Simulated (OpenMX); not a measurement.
Crystal: TiO2.

```
CELL_PARAMETERS angstrom
4.54535 0.00000 0.00000
0.00000 5.51962 0.00000
0.00000 0.00000 4.90920
ATOMIC_POSITIONS crystal
Ti 0.00000 0.17299 0.75000
Ti 0.50000 0.32701 0.25000
Ti 0.00000 0.82701 0.25000
Ti 0.50000 0.67299 0.75000
O 0.27145 0.38172 0.91865
O 0.77145 0.11828 0.08135
O 0.22855 0.11828 0.41865
O 0.72855 0.38172 0.58135
O 0.27145 0.61828 0.41865
O 0.77145 0.88172 0.58135
O 0.22855 0.88172 0.91865
O 0.72855 0.61828 0.08135
```

Measurements of this composition are mostly on another form, of space group No. 141.

* Program: OpenMX 3.8.5
* Task: single point
* Functional: PBE
* Potentials or basis: OpenMX 2013 PBE set, Ti7.0-s3p2d2, O6.0-s2p2d1, grid cutoff 400 Ry
* k mesh: 7 × 5 × 7
* Occupations: fermi-dirac, width 0.05 eV
* Spin: no spin polarisation

On this cell: pressure 4.1 GPa; largest force 0.466 eV/Å; band gap on the k mesh 2.34 eV, indirect (least direct gap 2.38 eV).

The same run follows on a disturbed copy (atoms moved at random, drawn with an rms of 0.05 Å):

```xyz
12
Lattice="4.5453 0.0000 0.0000 0.0000 5.5196 0.0000 0.0000 0.0000 4.9092" Properties=species:S:1:pos:R:3 pbc="T T T"
Ti    0.0020    0.9443    3.6558
Ti    2.2675    1.7694    1.2138
Ti    0.0024    4.6253    1.2235
Ti    2.2185    3.7485    3.6109
O     1.2224    2.1132    4.4452
O     3.4978    0.6794    0.4103
O     1.0517    0.6506    2.0121
O     3.3041    2.1139    2.8618
O     1.2498    3.3783    2.0644
O     3.5135    4.8697    2.8880
O     1.0016    4.8571    4.4467
O     3.3280    3.3990    0.3885
```

Task: What changes?

Result: The energy moves by +21.9 meV/atom; pressure 4.9 GPa; largest force 2.190 eV/Å; band gap on the k mesh 2.12 eV, indirect (least direct gap 2.25 eV).

Forces on the atoms (eV/Å):
```
Ti  -0.271  1.319  0.186
Ti   0.502  1.148 -0.341
Ti  -0.813 -1.962 -0.533
Ti   0.770 -0.608  0.942
O   -0.024 -0.394  0.550
O    0.387 -0.586 -0.275
O   -0.387 -0.416  0.388
O    0.217 -0.536 -0.290
O   -0.775  0.675 -0.841
O    0.142  0.225 -0.849
O    0.036  0.305  0.721
O    0.227  0.814  0.343
```

Caveats: an odd mesh through Γ misses points on the zone boundary, where band edges often lie; the basis of atomic orbitals isn't converged, which shifts pressures, moduli and gaps.
